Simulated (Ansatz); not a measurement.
Relaxed sheet of C (a trial structure of the honeycomb type), cell area A = 5.266 Å²:

```yaml
crystal:
  lattice:
    - [2.46578, 0.00000, 0.00000]
    - [-1.23289, 2.13543, 0.00000]
    - [0.00000, 0.00000, 28.00000]
  periodic: [true, true, false]
  atoms:
    - { symbol: C, position: [0.33333, 0.66667, 0.50000] }
    - { symbol: C, position: [0.66667, 0.33333, 0.50000] }
```

Level of theory: DFT PBE+D3(BJ), scalar-relativistic, plane waves, PAW in Ansatz 0.2.0. Cutoff 420 eV; k points 18×18×1 on the computed 2-atom cell (Γ-centred); Gaussian smearing, width 0.10 eV; no spin polarisation. No periodic images along c.

Under biaxial strain, atoms relaxed, stress positive in compression; ΔE is the free energy at this smearing, of which the stress is the derivative:

```csv
strain (%),σxx (N/m),σyy (N/m),ΔE (meV/cell),thickness (Å)
-2,9.528,9.528,59.64,0.000
+2,-7.739,-7.739,53.45,0.000
```

Q: Which in-plane elastic constants follow from the stresses?

A: With εxx = εyy = ε the tension along x is (C11 + C12)ε. The central difference gives C11 + C12 = (9.528 − (-7.739))/0.04 = 431.7 N/m and C22 + C12 = 431.7 N/m. The layer modulus for a change of area, (C11 + C22 + 2C12)/4, is 215.8 N/m.

Q: Do the energies agree?

A: The second difference [ΔE(−ε) + ΔE(+ε)]/(A·ε²) = (59.64 + 53.45) meV/(5.266 Å² × 0.0004) × 16.02 N/m per eV/Å² = 860.1 N/m should equal C11 + C22 + 2C12 = 863.3 N/m; they differ by 0.4 %, so the two routes agree. The stress in compression and in tension differ in size because of the third-order constants.

The sheet is graphene, and its layer modulus of 215.8 N/m reflects the great in-plane stiffness expected of this material. Equal biaxial strain keeps the bond angles of the honeycomb fixed and changes all bond lengths alike, so the modulus measures almost purely the resistance of the sp² σ bonds, reinforced by the delocalised π system, to stretching. Bond bending, which governs the response to shear, hardly enters. The larger stress and energy cost at −2 % than at +2 % have the same origin: the bond potential is anharmonic, with repulsion rising steeply as the atoms approach while the bonding interaction softens on extension. The equality of σxx and σyy follows from the hexagonal symmetry and is no independent test of the result. Biaxial strain alone cannot separate C11 from C12, and the zero thickness under compression doesn't establish resistance to buckling, since a two-atom cell excludes long-wavelength ripples.
